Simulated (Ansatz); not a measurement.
MgSe (started from an entry of an open crystallographic database): a single-point calculation in the PAW code Ansatz (r2SCAN). The cell was relaxed with r2SCAN and then strained (uniaxial +4.86 % along x, other directions held), with the atoms relaxed again with r2SCAN; k points keep the names of the unstrained zone.

```yaml
crystal:
  lattice:
    - [0.0, 2.7362756103, 2.7362756103]
    - [2.869258605, 0.0, 2.7362756103]
    - [2.869258605, 2.7362756103, 0.0]
  atoms:
    - { symbol: Mg, position: [0.0, 0.0, 0.0] }
    - { symbol: Se, position: [0.5, 0.5, 0.5] }
kpoints:
  mp_grid: { grid: [8, 8, 8] }
  band_path:
    path:
      - [0.0, 0.0, 0.0]
      - [0.5, 0.0, 0.5]
      - [0.625, 0.25, 0.625]
      - [0.375, 0.375, 0.75]
      - [0.5, 0.5, 0.5]
      - [0.5, 0.25, 0.75]
    npoints: 1
hamiltonian:
  xc: r2scan
scf:
  occupations: { method: fixed }
  n_extra_bands: 4
output:
  forces: true
  stress: true
  eigenvalues: true
```

Some lines of the output have been replaced by numbered gaps.
```
scf.n_extra_bands = 4 over 13 filled bands (N_el = 26.0): the run solves 17 bands
Functional definition: r2SCAN
Crystal: 2 atoms, lattice volume = 42.965 Å³
Basis set: ecut = 500 eV, 1087 PW (Γ)
[1]
Free energy (F): -7407.424511 eV
[2]
--- Stress (GPa, compression-positive) ---
       -4.552107       0.000000       0.000000
        0.000000      -1.630520       0.000000
        0.000000       0.000000      -1.630520
  P = ⅓ Tr σ = -2.6044 GPa (-26.044 kbar)
--- Band table (eV; the first three rows and the last of 59) ---
[3]
```

The rows of the band table are 0: (0, 0, 0) = Γ, 1: (0, 0, 1/8), 2: (0, 0, 1/4), 58: (-1/2, 1/4, -1/4) = W.

Q: What stood in the gaps? They hold the Fermi energy and the band table, the symmetry found.

A:
```
[1]
Symmetry: 16 space group operations
Space group: I4/mmm (ITA 139)
[2]
Fermi energy:    6.902418 eV
[3]
  k-point 0: bands = […, -36.6490, -36.6490, -6.3022, 6.6909, 6.6909, 6.9024, 9.8811, 14.5205, 14.9740, 14.9740]
  k-point 1: bands = […, -36.6493, -36.6489, -6.1776, 5.6526, 6.6228, 6.7251, 10.7825, 14.4732, 14.8200, 15.2150]
  k-point 2: bands = […, -36.6499, -36.6489, -5.8468, 3.9509, 6.4611, 6.4725, 11.4416, 14.1083, 14.6883, 15.0484]
  k-point 58: bands = […, -36.6508, -36.6508, -4.9113, 3.5865, 3.5865, 4.6603, 11.4281, 14.0382, 14.6618, 14.6618]
```
The trailing digits, and the zero of the energies, depend on the potentials and thresholds.

The r2SCAN gap is indirect, 2.20 eV (Γ to X), below the direct gap of 2.98 eV at Γ. Edges are sought over the mesh and the listed points. With the atoms held, the mean pressure is -2.60 GPa (compression positive).

Run as `ansatz run input.yaml --threads 4 --pin off --max-ram 4608MiB --backend cpu --events-out ev --progress --plain --runs-dir out`. Wall time 1.6 s on 4 threads of Arm Neoverse V2 (shared host), load about 0.7 per core; peak host memory 0.46 GiB.

Calculated for a static, non-magnetic cell.

The runs are scalar-relativistic, without spin-orbit coupling.
